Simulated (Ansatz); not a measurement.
**Cost of a DFT run on SiO2**

```yaml
crystal:
  lattice:
    - [4.97558882, 0.0, 0.0]
    - [0.0, 4.97558882, 0.0]
    - [0.0, 0.0, 6.90088944]
  atoms:
    - { symbol: Si, position: [0.19675344, 0.19675344, 0.0] }
    - { symbol: Si, position: [0.30324656, 0.69675344, 0.75] }
    - { symbol: Si, position: [0.69675344, 0.30324656, 0.25] }
    - { symbol: Si, position: [0.80324656, 0.80324656, 0.5] }
    - { symbol: O, position: [0.61038707, 0.73824237, 0.68204156] }
    - { symbol: O, position: [0.38961293, 0.26175763, 0.18204156] }
    - { symbol: O, position: [0.73824237, 0.61038707, 0.31795844] }
    - { symbol: O, position: [0.23824237, 0.88961293, 0.93204156] }
    - { symbol: O, position: [0.26175763, 0.38961293, 0.81795844] }
    - { symbol: O, position: [0.11038707, 0.76175763, 0.56795844] }
    - { symbol: O, position: [0.88961293, 0.23824237, 0.06795844] }
    - { symbol: O, position: [0.76175763, 0.11038707, 0.43204156] }
kpoints:
  mp_grid: { grid: [5, 5, 4] }
scf:
  occupations: { method: fermi_dirac, width: 0.02 }
hamiltonian:
  xc: r2scan
  pseudopotentials: { kind: paw, frozen_core: stored }
output:
  forces: true
  stress: true
  populations: true
  efg: { quadrupole_moments_barn: { O: -0.02558 } }
```

```sh
ansatz run input.yaml --threads 1 --pin off --max-ram 3072MiB --backend cpu --events-out ev --progress --plain --runs-dir out
```

It runs on 1 thread of AMD EPYC 9R14 (Zen 4) (x86_64; 16 cores open to the job, memory cap 3.0 GiB, no GPU), a shared host with a load of 0.2 a core.

Task: Estimate the wall time and the peak memory.

Result: About 16 s of wall time (16 s of CPU time) and 0.77 GiB. The run holds 64 valence electrons in 44 bands, about 4309 plane waves a k-point and 18 irreducible k-points, and took 7 SCF iterations. Times on a shared host vary by tens of per cent.
